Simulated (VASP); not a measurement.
A run of VASP 6.6.1 is set up as follows.

Contents of INCAR:

```
ALGO = Normal
EDIFF = 1E-6
ENCUT = 520
GGA = PE
ISIF = 2
ISMEAR = 0
ISPIN = 2
LASPH = True
LCHARG = False
LDAU = True
LDAUJ = 0 0
LDAUL = 2 -1
LDAUPRINT = 1
LDAUTYPE = 2
LDAUU = 7 0
LMAXMIX = 4
LORBIT = 11
LREAL = False
LWAVE = False
MAGMOM = 0 0
NBANDS = 19
NELM = 100
PREC = Accurate
SIGMA = 0.05
```

The input KPOINTS:

```
k-points
0
Gamma
  7 7 7
```

Contents of POSCAR:

```
TaN
1.0
    0.0000000000      2.1790013100      2.1790013100
    2.1790013100      0.0000000000      2.1790013100
    2.1790013100      2.1790013100      0.0000000000
Ta N
1 1
Direct
    0.5000000000      0.5000000000      0.5000000000
    0.0000000000      0.0000000000      0.0000000000
```

Potentials or basis: VASP PAW PBE potentials, release 64 (Ta_pv, N).

Command:

```console
$ cat potpaw_PBE.64/Ta_pv/POTCAR potpaw_PBE.64/N/POTCAR > POTCAR
$ mpirun -np 1 vasp_std > vasp.out
```

Problem. Estimate the pressure.

Solution. 38.9 GPa.

Problem. Estimate the net moment.

Solution. 0.00 μB per cell.

Problem. What does it give for the band gap on the k mesh?

Solution. None (metal or under the smearing width).

Eigenvalues of the final occupation matrices:
```
    site  spin  trace               eigenvalues
site 1 d     1   1.14  0.19 0.19 0.25 0.25 0.25
site 1 d     2   1.14  0.19 0.19 0.25 0.25 0.25
```

Caveat: a pressure of tens of GPa on the cell as given is suspect, and the run, the potentials or the cell itself is likely at fault. The run has no spin-orbit coupling, so splittings on Ta are missing.
